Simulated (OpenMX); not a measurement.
## CaF2 (Fluorite): equation of state with PBE

CaF2 (Fluorite):

```xyz
3
Lattice="0.0000 2.7310 2.7310 2.7310 0.0000 2.7310 2.7310 2.7310 0.0000" Properties=species:S:1:pos:R:3 pbc="T T T"
Ca    0.0000    0.0000    0.0000
F     4.0965    4.0965    4.0965
F     1.3655    1.3655    1.3655
```

| Quantity | Value |
| --- | --- |
| Program | OpenMX 3.8.5 |
| Task | equation of state |
| Functional | PBE |
| Potentials or basis | OpenMX 2013 PBE set, Ca9.0-s3p2, F6.0-s2p2, fixed grid of 36 × 36 × 36 points |
| k mesh | 9 × 9 × 9 |
| Occupations | fermi-dirac, width 0.05 eV |
| Spin | no spin polarisation |
| Mixing scheme | rmm-diisk |
| SCF threshold | 1e-08 Ha |
| Solver | band |
| Grid points, held for all volumes | 36 × 36 × 36 |

```yaml
Equilibrium_volume: "15.19 Å³/atom (rough: see the caveat)"
Bulk_modulus: 70 GPa (rough)
```

Energy against volume, from the lowest point:
| volume (Å³/atom) | energy (meV/atom) |
| --- | --- |
| 12.764 | 107.35 |
| 13.036 | 78.92 |
| 13.308 | 55.35 |
| 13.579 | 36.03 |
| 13.851 | 20.63 |
| 14.122 | 8.72 |
| 14.394 | 0.00 |

Caveat: the minimum lies outside the volumes run; volumes in these bases differ from converged ones by about 1 %, for some elements by several; the basis of atomic orbitals isn't converged, which shifts pressures, moduli and gaps.
